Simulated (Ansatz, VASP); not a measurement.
Two plane-wave programs on Ge

Contents of INCAR:

```
SYSTEM = Ge
ALGO = Normal ; EDIFF = 1E-6
ENCUT = 520 ; GGA = RP
ISIF = 2 ; ISMEAR = -1
LASPH = .TRUE. ; LCHARG = .FALSE.
LREAL = .FALSE. ; LWAVE = .FALSE.
NBANDS = 13 ; NELM = 100
PREC = Accurate ; SIGMA = 0.1
```

File KPOINTS:

```
k-points
0
G
  13 13 13
  0 0 0
```

File POSCAR:

```
Ge
1.0
    2.7365538132      0.0000000000      0.0000000000
    0.0000000000      2.7365538132      0.0000000000
    0.0000000000      0.0000000000      2.7365538132
Ge
1
Direct
    0.0000000000      0.0000000000      0.0000000000
```

Input for Ansatz:

```yaml
crystal:
  lattice:
    - [2.7365538132, 0.0, 0.0]
    - [0.0, 2.7365538132, 0.0]
    - [0.0, 0.0, 2.7365538132]
  atoms:
    - { symbol: Ge, position: [0.0, 0.0, 0.0] }
hamiltonian:
  xc: rpbe
  pseudopotentials:
    kind: paw
    azcp:
      Ge: "pseudopotentials/Ge.paw.azcp"
basis:
  ecutwfc: 420
  fft_grid_basis: typed
kpoints:
  mp_grid: { grid: [13, 13, 13], shift: [0, 0, 0] }
magnetization:
  spin_polarized: false
scf:
  occupations: { method: fermi_dirac, width: 0.1 }
  lower_state_search: "off"
output:
  stress: true
```

Alike in both runs: task single point; functional RPBE; k mesh 13 × 13 × 13; occupations fermi-dirac, width 0.1 eV; no spin polarisation.

```csv
,VASP,Ansatz
version,VASP 6.6.1,Ansatz 0.2.0
potentials or method,"VASP PAW PBE potentials, release 64 (Ge_d)","plane waves (420 eV) with PAW, scalar-relativistic"
plane-wave cutoff (eV),520,420
valence electrons in the cell,14,14
```

Ansatz gave:

* pressure (GPa): -0.1

What did VASP give for the same quantities?

Pressure (GPa): -0.2.

Caveats: the PAW data sets were made with another functional, which shifts forces and pressure a little (VASP).
